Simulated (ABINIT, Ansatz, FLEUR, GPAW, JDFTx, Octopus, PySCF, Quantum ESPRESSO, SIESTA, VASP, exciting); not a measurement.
**SiC: 12 runs at one level of theory**

```
Si C
1.0
     0.00000    2.17900    2.17900
     2.17900    0.00000    2.17900
     2.17900    2.17900    0.00000
Si C
1 1
Cartesian
  0.0000 0.0000 0.0000
  3.2685 3.2685 3.2685
```

Alike in all runs: functional PBE; k mesh 10 × 10 × 10; occupations fermi-dirac, width 0.05 eV; no spin polarisation; no spin-orbit coupling. Pressure is positive in compression and, in plane waves, holds the error of the finite cutoff, which Ansatz's Pulay term estimates and takes out.

```csv
program and potentials,plane-wave cutoff (eV),notes,band gap (eV),pressure (GPa)
"Quantum ESPRESSO, SSSP 1.3 efficiency PBE",748,-,1.36,3.46
"JDFTx, PseudoDojo-SR-PBE-0.5-standard",1116,-,1.36,3.22
"PySCF, DZVP-MOLOPT-SR/GTH-PBE (potentials made for PBE)",-,atomic basis,1.42,-
"FLEUR, all-electron, FLAPW",-,-,1.36,-
"ABINIT, JTH PAW PBE v2.0",517,-,1.36,2.71
"exciting, all-electron LAPW+lo, shipped species files, valence relativity iora*",-,-,1.36,-
"Ansatz, all-electron LAPW, scalar-relativistic",-,-,1.36,3.28
"SIESTA, files PseudoDojo sr-pbe-0.4.1-standard, DZP (energy shift 0.002 Ry)",-,atomic basis,1.35,6.64
"GPAW, GPAW PAW data sets (gpaw-data 1.2.1)",800,-,1.35,4.51
"Ansatz, Ansatz PAW (earlier soft set)",420,Pulay term of +0.14 GPa included,1.36,3.27
"VASP, PBE PAW files C, Si, 520 eV",520,-,1.36,3.21
"Octopus, pseudodojo_pbe (PseudoDojo 0.5, PBE)",-,-,1.36,-
```

The band gap spans 1.35 (SIESTA, files PseudoDojo sr-pbe-0.4.1-standard, DZP (energy shift 0.002 Ry)) to 1.42 eV (PySCF, DZVP-MOLOPT-SR/GTH-PBE (potentials made for PBE)), with all-electron results at 1.36. The pressure spans 2.71 (ABINIT, JTH PAW PBE v2.0) to 6.64 GPa (SIESTA, files PseudoDojo sr-pbe-0.4.1-standard, DZP (energy shift 0.002 Ry)), with all-electron results at 3.28. The gap is indirect and read on the mesh alone. Rows in atomic bases carry the error of their basis and grid, which can be large.

The functional is the same throughout but for its coding, so the spread measures potentials, basis and numerics; runs on potential files found faulty are left out.
